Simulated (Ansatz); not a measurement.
Li, DFT, PBE, all-electron LAPW, scalar-relativistic (Ansatz 0.2.0), run on 1 thread of Arm Neoverse V2 on a shared host.

The cell is a measured one (Crystallography Open Database entry 9011003); the temperature and pressure of the measurement aren't taken into account, and nothing was relaxed. The listed cell was then made from it by scaling, straining or moving an atom.

Command: `ansatz run input.yaml --threads 1 --pin off --max-ram 3072MiB --backend cpu --events-out ev --progress --plain --runs-dir out`

```yaml
crystal:
  lattice:
    - [3.0474944919, 0.0, 0.0]
    - [-1.523747246, 2.6392076479, 0.0]
    - [0.0, 0.0, 4.9890320517]
  atoms:
    - { symbol: Li, position: [0.3333333333, 0.6666666667, 0.25] }
    - { symbol: Li, position: [0.6666666667, 0.3333333333, 0.75] }
kpoints:
  mp_grid: { grid: [15, 15, 8] }
  band_path:
    path:
      - [0.0, 0.0, 0.0]
      - [0.5, 0.0, 0.0]
      - [0.3333333333, 0.3333333333, 0.0]
      - [0.0, 0.0, 0.0]
      - [0.0, 0.0, 0.5]
      - [0.5, 0.0, 0.5]
      - [0.3333333333, 0.3333333333, 0.5]
      - [0.0, 0.0, 0.5]
      - [0.5, 0.0, 0.5]
    npoints: 5
scf:
  occupations: { method: fermi_dirac, width: 0.08 }
hamiltonian:
  xc: pbe
  pseudopotentials: { kind: all_electron, lapw: { basis_error: 0.0005 } }
output:
  forces: true
  stress: true
  eigenvalues: true
```

**Question.** How large is the problem that the program sets up?

**Answer.** 135 irreducible k-points, 67 plane waves at Γ, 7 bands.

**Question.** About how long does it take, and how much memory does it use?

**Answer.** 3.1 s of wall time for 4 SCF iterations, with a peak of 0.21 GiB. Times on shared machines scatter by tens of per cent.
